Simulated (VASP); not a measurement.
Here is a VASP 6.6.1 calculation.

Contents of INCAR:

```
PREC = Accurate ; ENCUT = 600
EDIFF = 1E-7 ; ISMEAR = -1
SIGMA = 0.05 ; LREAL = False
LASPH = True ; NELM = 100
ALGO = Fast ; ISIF = 3
LWAVE = False ; LCHARG = False
GGA = RE ; IBRION = 2
NSW = 60 ; EDIFFG = -0.02
```

KPOINTS

```
regular mesh
0
Gamma
  5 8 4
```

File POSCAR:

```
HfO2
1.0
    5.5563950000      0.0000000000      0.0000000000
    0.0000000000      3.3335970000      0.0000000000
    0.0000000000      0.0000000000      6.5049950000
Hf O
4 8
Direct
    0.7486820000      0.7500000000      0.6078710000
    0.2513180000      0.2500000000      0.3921290000
    0.2486820000      0.7500000000      0.8921290000
    0.7513180000      0.2500000000      0.1078710000
    0.6394990000      0.2500000000      0.4234000000
    0.3605010000      0.7500000000      0.5766000000
    0.1394990000      0.2500000000      0.0766000000
    0.8605010000      0.7500000000      0.9234000000
    0.5207940000      0.2500000000      0.8414530000
    0.4792060000      0.7500000000      0.1585470000
    0.0207940000      0.2500000000      0.6585470000
    0.9792060000      0.7500000000      0.3414530000
```

Potentials or basis: VASP PAW PBE potentials, release 64 (Hf_pv, O).

Launch:

```sh
$ cat potpaw_PBE.64/Hf_pv/POTCAR potpaw_PBE.64/O/POTCAR > POTCAR
$ mpirun -np 1 vasp_std > vasp.out
```

Question: Predict the band gap on the k mesh.

Answer: 3.49 eV, direct.

Question: What does it give for the relaxed volume?

Answer: 10.20 Å³/atom.

Question: Predict the relaxed cell.

Answer: a = 5.569 Å, b = 3.360 Å, c = 6.540 Å, α = 90.00°, β = 90.00°, γ = 90.00°.

Question: What does it give for the space group after relaxing (to 0.05 Å)?

Answer: Pnma (No. 62).

Stress tensor (GPa, compression positive):
```
0.07 0.00 0.00
0.00 0.00 0.00
0.00 0.00 0.15
```

Caveat: the PAW data sets were made with another functional, which shifts forces and pressure a little; spin-orbit coupling is left out, which moves the levels of the heavy elements; an odd mesh through Γ misses points on the zone boundary, where band edges often lie.
